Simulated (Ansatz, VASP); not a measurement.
# KTaO3: VASP beside Ansatz, part 2 of 2

Wanted: the spread between two codes on one cell, functional and k mesh. The structure shown is the end of the Ansatz relaxation below.

VASP 6.6.1 and Ansatz 0.2.0.

So far. Step 3 (VASP: single point, PBEsol, pair 1): The run ends at a pressure of 8.54 GPa.

### Step 6. VASP: single point, PBEsol, pair 2

Level of this step: PBEsol; plane waves and PAW (Ta_pv, K_sv, O) (VASP).

The same cell, functional, mesh and smearing now go to VASP, with its own data sets.

Input file INCAR:

```
SYSTEM = KTaO3
PREC = Accurate
ENCUT = 600
EDIFF = 1E-06
NELM = 120
ISMEAR = -1
SIGMA = 0.02
LREAL = .FALSE.
ALGO = Normal
GGA = PS
NBANDS = 25
LASPH = .TRUE.
LORBIT = 11
LWAVE = .FALSE.
LCHARG = .FALSE.
ISIF = 2
GGA_COMPAT = .FALSE.
EFERMI = MIDGAP
KPAR = 2
```

Input file POSCAR:

```
KTaO3
1.0
    3.8646584800      0.0000000000      0.0000000000
    0.0000000000      3.8646584800      0.0000000000
    0.0000000000      0.0000000000      4.0283247242
Ta K O
1 1 3
Direct
    0.5000000000      0.5000000000      0.5000000000
    0.0000000000      0.0000000000      0.0000000000
    0.5000000000      0.5000000000      0.0000000000
    0.5000000000      0.0000000000      0.5000000000
    0.0000000000      0.5000000000      0.5000000000
```

Input file KPOINTS:

```
Automatic mesh
0
Gamma
7 7 7
0 0 0
```

Potentials, in the order of the species: Ta_pv, K_sv and O (PBE family, release 64).

Started as:

```sh
$ mpirun -np 2 vasp_std
```

Numbers of over 12 decimals in the logs are rounded to 6 here.

The log of the run:

```text
[banner, memory and clock lines left out]
running    2 mpi-ranks, on    1 nodes
[...]
[... a notice as in an earlier step ...]

 LDA part: xc-table for (Slater+PW92), standard interpolation
 POSCAR, INCAR and KPOINTS ok, starting setup
[...]
entering main loop
       N       E                     dE             d eps       ncg     rms          rms(c)
DAV:   1     0.356344072358E+03    0.35634E+03   -0.23567E+04  2000   0.175E+03
DAV:   2    -0.303937805681E+02   -0.38674E+03   -0.37687E+03  2352   0.454E+02
DAV:   3    -0.498876738684E+02   -0.19494E+02   -0.19424E+02  2620   0.997E+01
DAV:   4    -0.503567972991E+02   -0.46912E+00   -0.46879E+00  3415   0.131E+01
[...]
DAV:  11    -0.427020146771E+02   -0.67630E-04   -0.32996E-04  2861   0.138E-01    0.345E-02
DAV:  12    -0.427020301848E+02   -0.15508E-04   -0.29915E-05  3046   0.464E-02    0.114E-02
DAV:  13    -0.427020294935E+02    0.69133E-06   -0.34467E-06  2247   0.146E-02
   1 F= -.42702029E+02 E0= -.42702029E+02  d E =0.000000E+00
```

Parts of OUTCAR (step 6):

```text
  Total        7.2486246      7.2486246      0.2967316      0.0000000      0.0000000      0.0000000
  in kB      193.0276297    193.0276297      7.9018296      0.0000000      0.0000000      0.0000000
  external PRESSURE =     131.3190296 kB  Pullay stress =       0.0000000 kB

 POSITION                                       TOTAL-FORCE (eV/Angst)
 -----------------------------------------------------------------------------------
      1.93233      1.93233      2.01416         0.000000      0.000000      0.000000
      0.00000      0.00000      0.00000         0.000000      0.000000      0.000000
      1.93233      1.93233      0.00000         0.000000      0.000000      0.000000
      1.93233      0.00000      2.01416         0.000000      0.000000      0.000000
      0.00000      1.93233      2.01416         0.000000      0.000000      0.000000
 -----------------------------------------------------------------------------------
    total drift:                                0.000000     -0.000000     -0.000000

  FREE ENERGIE OF THE ION-ELECTRON SYSTEM (eV)
  ---------------------------------------------------
  free  energy   TOTEN  =       -42.7020294935 eV

  energy  without entropy=      -42.7020294935  energy(sigma->0) =      -42.70202949

[... 1 part as in an earlier step ...]

[... 2 further parts left out ...]
[key lines of the parts left out:]
E-fermi :   3.0924
```

The run ends at a pressure of 13.13 GPa.

### Step 7. Comparison

What differs besides the data sets and the points named for the pairs above, as far as they apply: the data sets hold 40 valence electrons in Ansatz (on its PAW soft_1 files) and 38 in VASP. Total energies have different zeros and are not compared.

Compared:

```tsv
quantity	Ansatz	VASP	difference
pressure (GPa)	12.11	13.13	-1.03
gap on the k mesh (eV)	2.274	2.217	+0.057
```

A gap on the mesh is an upper bound, since the band edges may lie between its points; neither run holds spin-orbit coupling, which can move the band edges of a compound of Ta.

### Step 8. Ansatz: relaxation, PBEsol

This run makes the geometry at which the two programs are then compared. The cell compared in this pair holds 62.20 Å³, against 60.17 Å³ for the pair before.

The structure compared here is the end of the Ansatz relaxation.

Input file input.yaml:

```yaml
crystal:
  lattice:
    - [3.94434216, 0.0, 0.0]
    - [0.0, 3.94434216, 0.0]
    - [0.0, 0.0, 4.008089104]
  atoms:
    - { symbol: Ta, position: [0.5, 0.5, 0.5] }
    - { symbol: K, position: [0.0, 0.0, 0.0] }
    - { symbol: O, position: [0.5, 0.5, 0.0] }
    - { symbol: O, position: [0.5, 0.0, 0.5] }
    - { symbol: O, position: [0.0, 0.5, 0.5] }
kpoints:
  mp_grid: { grid: [7, 7, 7] }
scf:
  occupations: { method: fermi_dirac, width: 0.02 }
hamiltonian:
  xc: pbesol
  pseudopotentials: { kind: paw, azcp: { folder: soft_1 }, xc_functional: pbe }
basis:
  ecutwfc: 600
output:
  forces: true
  stress: true
relax:
  f_tol: 0.005
  max_steps: 70
  cell: { stress_tol: 0.02, p_target: 0, fix: [a, b, alpha, beta, gamma] }
```

Started as:

```sh
$ ansatz run input.yaml --threads 4 --pin off --max-ram 10240MiB --backend cpu --events-out ev --progress --plain --runs-dir out
```

The log of the run:

```text
[...]
Crystal: 5 atoms, lattice volume = 62.357 Å³
Basis set: ecut = 600 eV, 2105 PW (Γ), exchange–correlation on 64×64×72 points (8 copies of the dense FFT grid, shifted against one another)
Bands: 25, of which v1, the nominal top of the filled ones, is band 20 counted from 1 (19 counted from 0)
Symmetry: 16 space group operations
[...]
k-points: 40 of 343
[...]
P = ⅓ Tr σ = 3.5777 GPa (35.777 kbar)
--- Relaxed structure (3 steps of the walk, 3 accepted, 1 SCFs on fresh bases) ---
[...]
cell:  # Å, volume = 62.2034 Å³
    - [3.94434216, 0.0, 0.0]
    - [0.0, 3.94434216, 0.0]
    - [0.0, 0.0, 3.998204]
  atoms:
    - { symbol: Ta, position: [0.5, 0.5, 0.5] }
    - { symbol: K, position: [0, 0, 0.0] }
    - { symbol: O, position: [0.5, 0.5, 0.0] }
    - { symbol: O, position: [0.5, 0, 0.5] }
    - { symbol: O, position: [0, 0.5, 0.5] }
[key lines of the parts left out:]
SCF converged after 6 iterations
Free energy (F): -13012.021658 eV
Fermi energy:    9.932338 eV
```

### Step 9. VASP: single point, PBEsol, pair 3

The same cell, functional, mesh and smearing now go to VASP, with its own data sets.

INCAR is that of step 6.

POSCAR, as its differences from that of step 6:

```diff
@@ -2,5 +2,5 @@
 1.0
-    3.8646584800      0.0000000000      0.0000000000
-    0.0000000000      3.8646584800      0.0000000000
-    0.0000000000      0.0000000000      4.0283247242
+    3.9443421600      0.0000000000      0.0000000000
+    0.0000000000      3.9443421600      0.0000000000
+    0.0000000000      0.0000000000      3.9982042688
 Ta K O
```

KPOINTS is that of step 6.

Started as:

```sh
$ mpirun -np 2 vasp_std
```

The log of the run:

```text
[... set-up lines as in an earlier step ...]
 entering main loop
       N       E                     dE             d eps       ncg     rms          rms(c)
DAV:   1     0.352607308029E+03    0.35261E+03   -0.23513E+04  2000   0.174E+03
DAV:   2    -0.310346178000E+02   -0.38364E+03   -0.37447E+03  2364   0.452E+02
DAV:   3    -0.501552314027E+02   -0.19121E+02   -0.19051E+02  2600   0.987E+01
DAV:   4    -0.506399374367E+02   -0.48471E+00   -0.48424E+00  3381   0.130E+01
[...]
DAV:  11    -0.428990318841E+02   -0.30041E-04   -0.46059E-04  2750   0.150E-01    0.280E-02
DAV:  12    -0.428990504088E+02   -0.18525E-04   -0.39950E-05  3021   0.511E-02    0.673E-03
DAV:  13    -0.428990497582E+02    0.65059E-06   -0.33347E-06  2432   0.151E-02
   1 F= -.42899050E+02 E0= -.42899050E+02  d E =0.000000E+00
```

From OUTCAR (step 9):

```text
  Total        2.4290547      2.4290547      0.3047991      0.0000000      0.0000000      0.0000000
  in kB       62.5653289     62.5653289      7.8507310      0.0000000      0.0000000      0.0000000
  external PRESSURE =      44.3271296 kB  Pullay stress =       0.0000000 kB

 POSITION                                       TOTAL-FORCE (eV/Angst)
 -----------------------------------------------------------------------------------
      1.97217      1.97217      1.99910         0.000000      0.000000      0.000000
      0.00000      0.00000      0.00000         0.000000      0.000000      0.000000
      1.97217      1.97217      0.00000         0.000000      0.000000      0.000000
      1.97217      0.00000      1.99910         0.000000      0.000000      0.000000
      0.00000      1.97217      1.99910         0.000000      0.000000      0.000000
 -----------------------------------------------------------------------------------
    total drift:                                0.000000     -0.000000     -0.000000

  FREE ENERGIE OF THE ION-ELECTRON SYSTEM (eV)
  ---------------------------------------------------
  free  energy   TOTEN  =       -42.8990497582 eV

  energy  without entropy=      -42.8990497582  energy(sigma->0) =      -42.89904976

[... 1 part as in an earlier step ...]

[... 2 further parts left out ...]
[key lines of the parts left out:]
E-fermi :   2.8267
```

The run ends at a pressure of 4.43 GPa.

### Step 10. Differences

What differs besides the data sets and the points named for the pairs above, as far as they apply: the data sets hold 40 valence electrons in Ansatz (on its PAW soft_1 files) and 38 in VASP. Total energies have different zeros and are not compared.

Compared:

```tsv
quantity	Ansatz	VASP	difference
pressure (GPa)	3.58	4.43	-0.85
gap on the k mesh (eV)	2.233	2.179	+0.055
```

A gap on the mesh is an upper bound, since the band edges may lie between its points; neither run holds spin-orbit coupling, which can move the band edges of a compound of Ta.

### Step 11. Outcome

```
difference in gap on the k mesh (single point, PBEsol, pair 1) : 0.056 eV
difference in pressure (single point, PBEsol, pair 1)          : -0.94 GPa
difference in pressure (single point, PBEsol, pair 2)          : -1.0 GPa
difference in gap on the k mesh (single point, PBEsol, pair 2) : 0.057 eV
difference in gap on the k mesh (single point, PBEsol, pair 3) : 0.055 eV
difference in pressure (single point, PBEsol, pair 3)          : -0.85 GPa
```

What this shows: The difference in pressure is -1.0 GPa (single point, PBEsol, pair 2), at about the 1 GPa picked in this series as the mark of a large difference. The data sets hold unlike numbers of valence electrons (40 in Ansatz and 38 in VASP), so part of the differences comes from the potentials. What causes the difference of the single point, PBEsol, pair 2 pair stays open here. 3 further runs of this series are not shown here. Such differences can come from data sets, numerical settings and the points named under the comparisons, not from the functional's error against experiment.

[Lines on the potential files, build, host, timing and source positions are cut from VASP's logs without a mark.]

[Logs are printed without paths, hosts, clocks, repeated set-up lines and the standing remarks that a program may print on its own settings, such as how far it seeks lower states.]

[Hosts, paths, dates, database ids (printed as entryN), source tags and the programs' standing remarks are cut or masked in the printed files.]
